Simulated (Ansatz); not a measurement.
**Ta under changes of volume**

One of the cells (18.010 Å³/atom); the others are scaled copies at fixed shape and fractional positions:

```
Ta
1.0
    -1.65128    1.65128    1.65128
     1.65128   -1.65128    1.65128
     1.65128    1.65128   -1.65128
Ta
1
Direct
  0.00000 0.00000 0.00000
```

```yaml
Program: Ansatz 0.2.0
Functional: PBE
Potentials_or_basis: Ansatz PAW earlier set
Cutoff: "520 eV (not typed: the program's choice for these potentials)"
k_mesh: 11 × 11 × 11
Occupations: fermi-dirac, width 0.05 eV
Spin: no spin polarisation
```

```csv
volume (Å³/atom),energy over the lowest point (meV/atom),pressure (GPa)
16.930,63.36,17.1
17.290,?,?
17.650,10.85,6.9
18.010,0.81,2.6
18.371,0.00,-1.3
18.731,7.41,-4.8
19.091,22.22,-8.0
```

Task: What does the run at 17.290 Å³/atom give?

Result: Energy over the lowest point 31.27 meV/atom; pressure 11.7 GPa.

Worked out: A Birch-Murnaghan fit of order 3 (a polynomial in V^(-2/3)) to the other rows has its minimum at 18.22 Å³/atom with B0 = V·E''(V) = 194 GPa and B' = 4.8. It gives 31.29 meV/atom at 17.290 Å³/atom, against the run's 31.27, and -dE/dV = 11.6 GPa, against 11.7.

Energies are extrapolated to zero smearing.
